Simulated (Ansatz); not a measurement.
Born–Oppenheimer molecular dynamics of a periodic cell of 14 atoms, Ca$_{2}$HF$_{4}$ (surface CaF2(100), adsorbate H2, incident energy 5 eV, 20° from the normal). It starts from an unrelaxed structure (largest force component 3.93 eV/Å).

Computed with Ansatz, DFT PBE-D3(BJ), scalar-relativistic, plane waves, PAW. Settings: accuracy low, PAW set soft_1, cutoff 420 eV, k mesh 2x2x1, fermi-dirac smearing 0.05 eV, no spin polarisation.

| Quantity | Value |
| --- | --- |
| ensemble | NVE (velocity Verlet) |
| time step | 0.5 fs |
| steps asked | 320 |
| starting velocities | zero, but for any typed in the input |
| atoms held | 1, 4 |
| seed | 461986 |

Frames 10 fs apart, positions in Å.

Velocities at 30 fs (Å/ps):

```
Ca 0.00 0.00 0.00
F 0.05 -0.17 -17.58
F 0.00 -0.20 -16.73
Ca 0.00 0.00 0.00
F -0.01 0.19 -16.62
F 0.05 0.16 -17.41
Ca -3.27 0.82 9.73
F 0.44 -0.09 -8.85
F -4.93 -8.51 -13.44
Ca 4.08 -1.73 10.62
F -4.54 14.88 -12.26
F -0.44 -2.63 -8.58
H 183.83 -117.05 47.85
H 110.31 85.06 16.98
```

```xyz
14
Lattice="5.4066 0.0000 0.0000 0.0000 5.4066 0.0000 0.0000 0.0000 19.0550" Properties=species:S:1:pos:R:3 time_fs=30 energy_less_start_eV=-1.090 T=3927
Ca 0.000 0.000 1.000
F 4.055 4.054 1.997
F 1.352 4.054 2.013
Ca 2.703 2.703 1.000
F 1.351 1.353 2.018
F 4.055 1.353 1.998
Ca -0.063 2.710 3.968
F 4.047 1.359 4.861
F 1.304 1.191 4.787
Ca 2.759 -0.014 3.987
F 1.313 4.234 4.849
F 4.054 4.045 4.856
H 2.976 1.743 5.632
H 3.776 2.897 5.363
14
Lattice="5.4066 0.0000 0.0000 0.0000 5.4066 0.0000 0.0000 0.0000 19.0550" Properties=species:S:1:pos:R:3 time_fs=40 energy_less_start_eV=0.112 T=3151
Ca 0.000 0.000 1.000
F 4.056 4.052 1.839
F 1.352 4.051 1.851
Ca 2.703 2.703 1.000
F 1.351 1.356 1.854
F 4.056 1.355 1.841
Ca -0.041 2.715 4.032
F 4.054 1.342 4.803
F 1.242 1.157 4.657
Ca 2.772 -0.030 4.054
F 1.245 4.326 4.731
F 4.050 4.008 4.821
H 4.883 1.072 6.311
H 4.275 3.982 6.119
14
Lattice="5.4066 0.0000 0.0000 0.0000 5.4066 0.0000 0.0000 0.0000 19.0550" Properties=species:S:1:pos:R:3 time_fs=50 energy_less_start_eV=0.001 T=3221
Ca 0.000 0.000 1.000
F 4.058 4.050 1.716
F 1.351 4.047 1.702
Ca 2.703 2.703 1.000
F 1.351 1.359 1.696
F 4.058 1.357 1.709
Ca 0.051 2.704 4.048
F 4.059 1.335 4.796
F 1.170 1.214 4.539
Ca 2.756 -0.029 4.059
F 1.129 4.298 4.633
F 4.041 3.972 4.946
H 6.464 0.211 6.949
H 4.733 5.472 6.104
14
Lattice="5.4066 0.0000 0.0000 0.0000 5.4066 0.0000 0.0000 0.0000 19.0550" Properties=species:S:1:pos:R:3 time_fs=60 energy_less_start_eV=1.837 T=2039
Ca 0.000 0.000 1.000
F 4.059 4.051 1.631
F 1.350 4.046 1.579
Ca 2.703 2.703 1.000
F 1.349 1.361 1.558
F 4.060 1.356 1.609
Ca 0.113 2.718 4.030
F 4.075 1.330 4.843
F 1.164 1.252 4.459
Ca 2.740 -0.037 4.040
F 1.036 4.243 4.555
F 4.009 3.960 5.126
H 6.782 -0.779 7.004
H 6.116 6.891 5.640
14
Lattice="5.4066 0.0000 0.0000 0.0000 5.4066 0.0000 0.0000 0.0000 19.0550" Properties=species:S:1:pos:R:3 time_fs=70 energy_less_start_eV=1.454 T=2286
Ca 0.000 0.000 1.000
F 4.058 4.055 1.612
F 1.347 4.048 1.513
Ca 2.703 2.703 1.000
F 1.345 1.359 1.482
F 4.060 1.354 1.573
Ca 0.042 2.780 3.955
F 4.094 1.332 4.897
F 1.256 1.209 4.512
Ca 2.771 -0.089 4.025
F 1.043 4.289 4.498
F 3.945 3.951 5.256
H 6.802 -1.427 6.791
H 7.946 7.198 4.816
14
Lattice="5.4066 0.0000 0.0000 0.0000 5.4066 0.0000 0.0000 0.0000 19.0550" Properties=species:S:1:pos:R:3 time_fs=80 energy_less_start_eV=2.166 T=1830
Ca 0.000 0.000 1.000
F 4.055 4.057 1.684
F 1.344 4.049 1.517
Ca 2.703 2.703 1.000
F 1.341 1.358 1.477
F 4.057 1.352 1.618
Ca -0.095 2.844 3.865
F 4.071 1.334 4.946
F 1.423 1.222 4.615
Ca 2.841 -0.194 4.007
F 1.103 4.390 4.438
F 3.869 3.931 5.311
H 6.880 -2.211 6.539
H 9.310 7.885 4.540
14
Lattice="5.4066 0.0000 0.0000 0.0000 5.4066 0.0000 0.0000 0.0000 19.0550" Properties=species:S:1:pos:R:3 time_fs=90 energy_less_start_eV=-0.663 T=3650
Ca 0.000 0.000 1.000
F 4.051 4.057 1.855
F 1.341 4.046 1.587
Ca 2.703 2.703 1.000
F 1.338 1.362 1.528
F 4.055 1.354 1.749
Ca -0.161 2.893 3.773
F 4.071 1.386 4.985
F 1.575 1.335 4.670
Ca 2.913 -0.280 3.979
F 1.103 4.427 4.354
F 3.808 3.818 5.322
H 7.042 -3.038 6.252
H 8.377 8.623 6.348
14
Lattice="5.4066 0.0000 0.0000 0.0000 5.4066 0.0000 0.0000 0.0000 19.0550" Properties=species:S:1:pos:R:3 time_fs=100 energy_less_start_eV=-0.430 T=3501
Ca 0.000 0.000 1.000
F 4.046 4.054 2.090
F 1.340 4.037 1.696
Ca 2.703 2.703 1.000
F 1.334 1.371 1.616
F 4.056 1.359 1.928
Ca -0.209 2.890 3.722
F 4.098 1.436 4.960
F 1.700 1.526 4.701
Ca 2.994 -0.302 3.964
F 1.030 4.412 4.252
F 3.747 3.660 5.347
H 8.039 -3.283 5.712
H 6.850 8.756 7.626
14
Lattice="5.4066 0.0000 0.0000 0.0000 5.4066 0.0000 0.0000 0.0000 19.0550" Properties=species:S:1:pos:R:3 time_fs=110 energy_less_start_eV=0.383 T=2976
Ca 0.000 0.000 1.000
F 4.036 4.057 2.333
F 1.337 4.025 1.810
Ca 2.703 2.703 1.000
F 1.326 1.380 1.729
F 4.058 1.362 2.129
Ca -0.243 2.842 3.715
F 4.123 1.426 4.898
F 1.858 1.778 4.759
Ca 3.065 -0.290 3.988
F 0.946 4.416 4.140
F 3.681 3.548 5.326
H 8.659 -3.768 4.174
H 5.323 8.380 8.431
14
Lattice="5.4066 0.0000 0.0000 0.0000 5.4066 0.0000 0.0000 0.0000 19.0550" Properties=species:S:1:pos:R:3 time_fs=120 energy_less_start_eV=-1.317 T=4071
Ca 0.000 0.000 1.000
F 4.014 4.066 2.504
F 1.336 4.011 1.883
Ca 2.703 2.703 1.000
F 1.314 1.386 1.846
F 4.055 1.360 2.322
Ca -0.224 2.772 3.743
F 4.145 1.327 4.792
F 2.035 2.008 4.728
Ca 3.087 -0.294 4.054
F 0.884 4.484 4.043
F 3.632 3.524 5.245
H 8.328 -3.314 5.077
H 3.794 8.005 9.216
14
Lattice="5.4066 0.0000 0.0000 0.0000 5.4066 0.0000 0.0000 0.0000 19.0550" Properties=species:S:1:pos:R:3 time_fs=130 energy_less_start_eV=-0.111 T=3292
Ca 0.000 0.000 1.000
F 3.990 4.066 2.538
F 1.337 3.994 1.862
Ca 2.703 2.703 1.000
F 1.300 1.389 1.941
F 4.041 1.350 2.425
Ca -0.155 2.685 3.801
F 4.244 1.155 4.737
F 2.127 2.209 4.694
Ca 3.049 -0.283 4.147
F 0.840 4.618 3.990
F 3.628 3.554 5.191
H 7.487 -2.432 5.500
H 2.263 7.631 9.997
14
Lattice="5.4066 0.0000 0.0000 0.0000 5.4066 0.0000 0.0000 0.0000 19.0550" Properties=species:S:1:pos:R:3 time_fs=140 energy_less_start_eV=0.241 T=3068
Ca 0.000 0.000 1.000
F 3.973 4.045 2.449
F 1.333 3.977 1.749
Ca 2.703 2.703 1.000
F 1.287 1.391 1.998
F 4.013 1.338 2.396
Ca -0.070 2.593 3.876
F 4.425 0.983 4.771
F 2.080 2.353 4.686
Ca 2.960 -0.234 4.226
F 0.810 4.769 3.993
F 3.704 3.608 5.228
H 7.232 -1.829 4.564
H 0.731 7.257 10.786
```

Of the whole run (160 fs, mean temperature of the second half 3383 K): The conserved energy wandered by up to 5.2 meV per atom (net -0.2 meV per atom), which is poor conservation. A run of 0.16 ps of so small a system gives no equilibrium averages. Limits of this set-up: coarse k mesh, thin slab, slab without dipole correction, low accuracy level.

Run time: 43 min on 1 thread of Arm Neoverse V1 (shared host), peak memory 0.74 GiB.
